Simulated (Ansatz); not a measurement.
# Nb (Im-3m) in Ansatz: single point with B3LYP

Aim: the single point of Nb with B3LYP.

All numbers are computed with Ansatz 0.2.0; they aren't measurements. Logs are shortened: lines on timing, memory, paths and dates and some standing lists are left out, and cuts for length are marked.

## 1. The structure

Symmetry: Im-3m, No. 229, cubic system. Conventional cell: a = 3.328 Å, b = 3.328 Å, c = 3.328 Å, α = 90.00°, β = 90.00°, γ = 90.00°. Nb (site symmetry m-3m) is surrounded by 8 Nb at 2.88 Å.

## 2. Single point, B3LYP

Input file input.yaml:

```yaml
crystal:
  lattice:
    - [-1.66395, 1.66395, 1.66395]
    - [1.66395, -1.66395, 1.66395]
    - [1.66395, 1.66395, -1.66395]
  atoms:
    - { symbol: Nb, position: [0.0, 0.0, 0.0] }
hamiltonian:
  xc: b3lyp
  pseudopotentials: { kind: paw }
kpoints:
  mp_grid: { grid: [6, 6, 6] }
scf:
  occupations: { method: fermi_dirac, width: 0.05 }
output:
  forces: true
  stress: true
  eigenvalues: true
```

Potentials or basis: Ansatz PAW.

The run is started by

```bash
$ ansatz run input.yaml --threads 2 --pin off --max-ram 5632MiB --backend cpu --events-out ev --progress --plain --runs-dir out
```

The log of the run:

```text
Warning: output.stress: scf.convergence.dr2_threshold = 1e-7 eV (the SCF's general default) is looser than the 1e-10 eV advised for a printed stress (1e-10 eV for each atom of the cell: 1). What an SCF threshold leaves in a stress goes as its square root, and in the free energy as the threshold itself, and one threshold admits the most on a small cell: of the crystals measured, under no hybrid functional and no lock of the moments, on runs that ended without the residual-converged pass, on stresses that held no estimate of that error, the worst erred by over 100 MPa in a component at 1e-7 eV an atom and by under 5 at 1e-10. Set scf.convergence.dr2_threshold to 1e-10 eV or tighter. The threshold is an SCF's pass mark: one that does not reach it within its budget of iterations ends unconverged, or closes short of it on a stop that the run arms, and scf.convergence.dr2_threshold's page says what that costs each kind of run
Warning: output.stress: scf.exx.energy_threshold = 1e-6 eV is looser than the 1e-8 eV advised for a stress under a hybrid functional (1e-8 eV for each atom of the cell: 1). Every SCF of the exchange loop can meet its threshold on dr2 while the loop round them stops early: no threshold on dr2 bounds what that leaves in the stress. Set scf.exx.energy_threshold to 1e-8 eV or tighter. The threshold is the loop's pass mark: a loop that does not reach it within its budget of cycles ends unconverged, and scf.exx.energy_threshold's page has the law
Warning: RAYON_NUM_THREADS=2 ignored (pool sized by the plan → 2); use --threads N
Engine: ansatz 0.2.0, x86_64-unknown-linux-gnu
Pseudopotentials: kind: paw
Pseudopotential: Nb, paw, valence charge 13, recommended cutoff 420 eV (normal), Nb.paw.azcp
Functional definition: B3LYP
  parameter a0 = 0.2
  parameter ax = 0.72
  parameter ac = 0.81
  exchange = (1 - a0 - ax)*slater_x + ax*b88_x + a0*exact_x
  correlation = (1 - ac)*vwn_rpa_c + ac*lyp_c
Crystal: 1 atoms, lattice volume = 18.428 Å³
Basis set: ecut = 420 eV, 369 PW (Γ), exchange–correlation on 40×40×40 points (8 copies of the dense FFT grid, shifted against one another)
Bands: 11, of which v1, the nominal top of the filled ones, is band 7 counted from 1 (6 counted from 0)
Symmetry: 48 space group operations
Space group: Im-3m (ITA 229), of the structure as read, at distance tolerance 2.6e-5 Å
k-points: 16 of 216
Non-local potential: Nb, projectors of the file, l = 0: 3, l = 1: 2, l = 2: 2, l = 3: 1
PAW form: soft (Blöchl's): semilocal exchange-correlation on the pseudo side does not see the compensation charge
PAW frozen core: Nb, regenerated for the run's functional, and the local potential with it (the file was generated under x = pbe(κ = 0.804, μ = 0.2195149727645171), c = pbe(β = 0.06672455060314922))
PAW one-centre angular grid: Nb, 590 points (default); XC on 64 Gauss nodes
Initial density: superposition of atomic densities (neutral atoms: chi_scale 0, normalization atom), corrected by the library's trained network
Initial wavefunctions: pseudopotential atomic-orbital guess
Functional: x = 0.1 slater + 0.9 b88, c = 0.19 vwn_rpa + 0.81 lyp, warm-up for x = 0.08 slater + 0.72 b88 + 0.2 exact, c = 0.19 vwn_rpa + 0.81 lyp
SCF iter   1: F=—  HF=-4561.697417 eV  |F-HF|=—  |Δ(HF+E_count)|=         —  Δρ=1.05e-2  dr2=2.33e-2  ethr=1.77e-3  ⟨swp⟩=6.4  Hψ=685  notcnv=0
preconditioner: auto → none  [metal: Δε(μ)=0.072 eV  Ē_g=7.359 eV  σ=0.050 eV  W_gap=0.32  n_scr=0 (ndim 8)  ℏωp=19.3 eV  f_vac=0.000  D(μ)=1.00/eV (n_scr^D=12)]
iter 2 solved again at ethr=9.82e-6 eV; its pass at ethr=1.80e-4 eV (dr2=1.28e-3 eV) is discarded
SCF iter   2: F=—  HF=-4561.690783 eV  |F-HF|=—  |Δ(HF+E_count)|=   6.63e-3  Δρ=3.58e-3  dr2=1.32e-3  ethr=9.82e-6  ⟨swp⟩=2.1  Hψ=683  notcnv=0
SCF iter   3: F=—  HF=-4561.690929 eV  |F-HF|=—  |Δ(HF+E_count)|=   1.45e-4  Δρ=1.36e-3  dr2=1.69e-4  ethr=9.82e-6  ⟨swp⟩=2.0  Hψ=286  notcnv=0
SCF iter   4: F=—  HF=-4561.690976 eV  |F-HF|=—  |Δ(HF+E_count)|=   4.74e-5  Δρ=8.17e-5  dr2=3.04e-7  ethr=1.30e-6  ⟨swp⟩=2.2  Hψ=291  notcnv=0
SCF iter   5: F=—  HF=-4561.690976 eV  |F-HF|=—  |Δ(HF+E_count)|=   3.35e-7  Δρ=5.60e-6  dr2=5.03e-9  ethr=2.33e-9  ⟨swp⟩=3.7  Hψ=405  notcnv=0
SCF iter   6: F=-4561.690976 eV  HF=-4561.690976 eV  |F-HF|=3.91e-11  |Δ(HF+E_count)|=  5.93e-10  Δρ=4.67e-7  dr2=1.26e-11  ethr=3.87e-11  ⟨swp⟩=3.0  Hψ=349  notcnv=0
SCF 1 converged in 6 iterations: F = -4561.690976 eV  dr2 = 1.26e-11
Initial density: handed on by an earlier stage of this run
Initial wavefunctions: those handed on with the density
Functional: x = 0.08 slater + 0.72 b88 + 0.2 exact, c = 0.19 vwn_rpa + 0.81 lyp
Frozen-core exchange: fock
iter 1 solved again at ethr=1.03e-4 eV; its pass at ethr=1.00e-1 eV (dr2=1.34e-2 eV) is discarded
SCF iter   1: F=—  HF=-4563.311359 eV  |F-HF|=—  |Δ(HF+E_count)|=         —  Δρ=8.10e-3  dr2=1.49e-2  ethr=1.03e-4  ⟨swp⟩=3.3  Hψ=755  notcnv=0
preconditioner: auto → none  [insulator: Δε(μ)=0.533 eV  Ē_g=8.810 eV  σ=0.050 eV  W_gap=0.76  n_scr=0 (ndim 8)  ℏωp=19.3 eV  f_vac=0.000  D(μ)=0.43/eV (n_scr^D=0)]
SCF iter   2: F=—  HF=-4563.304993 eV  |F-HF|=—  |Δ(HF+E_count)|=   6.37e-3  Δρ=1.65e-3  dr2=7.86e-4  ethr=1.03e-4  ⟨swp⟩=2.9  Hψ=400  notcnv=0
SCF iter   3: F=—  HF=-4563.304940 eV  |F-HF|=—  |Δ(HF+E_count)|=   5.28e-5  Δρ=6.95e-4  dr2=4.85e-4  ethr=2.42e-6  ⟨swp⟩=3.0  Hψ=341  notcnv=0
SCF iter   4: F=—  HF=-4563.309084 eV  |F-HF|=—  |Δ(HF+E_count)|=   4.14e-3  Δρ=8.73e-4  dr2=1.67e-4  ethr=2.28e-7  ⟨swp⟩=4.0  Hψ=405  notcnv=0
SCF iter   5: F=—  HF=-4563.309025 eV  |F-HF|=—  |Δ(HF+E_count)|=   5.91e-5  Δρ=6.46e-5  dr2=1.63e-5  ethr=2.28e-7  ⟨swp⟩=3.1  Hψ=387  notcnv=0
SCF iter   6: F=-4563.309115 eV  HF=-4563.309116 eV  |F-HF|=1.79e-6  |Δ(HF+E_count)|=   9.15e-5  Δρ=1.52e-4  dr2=4.13e-6  ethr=1.93e-9  ⟨swp⟩=4.2  Hψ=552  notcnv=0
SCF 2 stopped early in 6 iterations: F = -4563.309115 eV  dr2 = 4.13e-6
hybrid outer 1: dexx = +4.860e-3 eV, tail = 1.08e-5 eV
Frozen-core exchange: fock
SCF iter   1: F=—  HF=-4563.309067 eV  |F-HF|=—  |Δ(HF+E_count)|=         —  Δρ=7.32e-5  dr2=2.54e-6  ethr=4.16e-7  ⟨swp⟩=2.2  Hψ=355  notcnv=0
preconditioner: auto → none  [insulator: Δε(μ)=0.686 eV  Ē_g=8.787 eV  σ=0.050 eV  W_gap=0.78  n_scr=0 (ndim 8)  ℏωp=19.3 eV  f_vac=0.000  D(μ)=0.45/eV (n_scr^D=0)]
SCF iter   2: F=—  HF=-4563.309067 eV  |F-HF|=—  |Δ(HF+E_count)|=   1.06e-7  Δρ=2.62e-5  dr2=2.10e-6  ethr=3.69e-9  ⟨swp⟩=3.0  Hψ=338  notcnv=0
SCF iter   3: F=—  HF=-4563.309111 eV  |F-HF|=—  |Δ(HF+E_count)|=   4.41e-5  Δρ=3.31e-5  dr2=1.43e-7  ethr=3.67e-10  ⟨swp⟩=3.2  Hψ=405  notcnv=0
SCF iter   4: F=—  HF=-4563.309111 eV  |F-HF|=—  |Δ(HF+E_count)|=   9.11e-9  Δρ=3.91e-6  dr2=6.36e-8  ethr=3.67e-10  ⟨swp⟩=2.0  Hψ=285  notcnv=0
SCF iter   5: F=-4563.309111 eV  HF=-4563.309111 eV  |F-HF|=1.04e-9  |Δ(HF+E_count)|=   3.04e-7  Δρ=8.96e-6  dr2=1.06e-8  ethr=6.25e-12  ⟨swp⟩=3.9  Hψ=490  notcnv=0
SCF 3 converged in 5 iterations: F = -4563.309111 eV  dr2 = 1.06e-8
  Residual-converged pass: ⟨swp⟩=2.0  Hψ=262  notcnv=0  max |occ|·‖R‖ = 2.2e-6 eV (tolerance 2.4e-6 eV)  dr2=1.06e-8  dr2_onsite=4.07e-10  max |Δocc| = 9.7e-14
hybrid outer 2: dexx = +3.573e-7 eV, tail = 2.27e-8 eV, Δε = 2.90e-3 eV (about 2.13e-4 eV left of the loop's levels)
hybrid SCF converged: 2 outer / 11 inner (+6 warm-up), last move |dexx| = 3.57e-7 eV, tail = 2.27e-8 eV
Stability not checked: this state was not tested for a lower state beside it, because the functional holds exact exchange (a hybrid, or Hartree-Fock), whose exchange loop this test does not read (fock_operator; see scf.lower_state_search)
Free energy (F): -4563.309111 eV
Frozen-core exchange: fock
Harris-Foulkes:  -4563.309111 eV  (|F-HF|=1.04e-9)
Internal energy: -4563.305151 eV  (E = F + TS)
E sigma→0 (E₀):  -4563.307131 eV
Entropy (-TS):   -0.003960 eV (-3.960 meV/atom)
Fermi energy:    17.805155 eV
--- Per-component energies (eV) ---
  E_band       = -93.213369
  E_kinetic    = 394.629917
  E_local      = -707.774718  (includes V_loc(G=0)·N_el)
  E_nonlocal   = 120.148877
  E_hartree    = 220.296051
  E_xc         = -142.595071
  E_vxc        = -172.109596  (∫ρ·V_xc dr)
  E_exx        = -33.037444  (= α·E_x^exact, valence–valence)
  E_paw        = -3084.147417  (= ΣΔE_a)
  E_vpaw       = -102.625696  (= ΣTr[D̂ρ^β])
  E_aug_tail   = 0.000008  (compensation charges beyond the density's cutoff)
  E_ewald      = -1330.601953
  E_core_change = -0.223400  (= ΣΔE_core)
  E_smearing   = -0.003960  (= −TS)
  E_closure    = 0.000000  (closes the sum)
  Σ components = -4563.309111   (vs F -4563.309111, Δ=9.09e-13)
--- Forces (eV/Å), atoms counted from 1 ---
  atom   1  Nb     0.00000000     0.00000000     0.00000000
  max |Σ_I F_I| component: 2.26e-32 eV/Å
--- Stress (GPa, compression-positive) ---
       -3.610297      -0.000000       0.000000
        0.000000      -3.610297       0.000000
        0.000000      -0.000000      -3.610297
  P = ⅓ Tr σ = -3.6103 GPa (-36.103 kbar)
--- Band table (eV; the first three rows and the last of 16) ---
  k-point 0: bands = ["-40.2282", "-14.3818", "-14.3818", "-14.3818", "10.7497", "18.2883", "18.2883", "18.2883", "21.7492", "21.7492", "32.7475"]
  k-point 1: bands = ["-40.1660", "-14.7601", "-14.4974", "-14.3853", "11.8869", "17.1276", "17.8692", "19.4824", "21.0817", "21.7426", "33.3556"]
  k-point 2: bands = ["-40.0409", "-15.4683", "-14.7180", "-14.3895", "13.3339", "15.8225", "18.2346", "21.4379", "22.0289", "22.4499", "31.6730"]
  k-point 15: bands = ["-39.8025", "-15.3379", "-15.3379", "-15.3379", "13.2586", "13.2586", "23.9151", "23.9151", "23.9151", "27.4352", "27.4352"]
```

Wall time 8.4 s (2 threads of Intel Xeon at 2.70GHz, shared host); peak memory 0.6 GiB.

Results:

| Item | Value |
| --- | --- |
| Free energy | -4563.3091 eV |
| Pressure | -3.6 GPa |
| Band gap on the k mesh | none (metal or under the smearing width) |

Caveat: the k mesh is coarse (spacing up to 0.45 Å⁻¹), so the values aren't converged, least of all with exact exchange; the PAW data sets come from PBE, with cores solved anew for the run's functional, which leaves a small shift of forces and pressure; the thresholds are loose for stress.
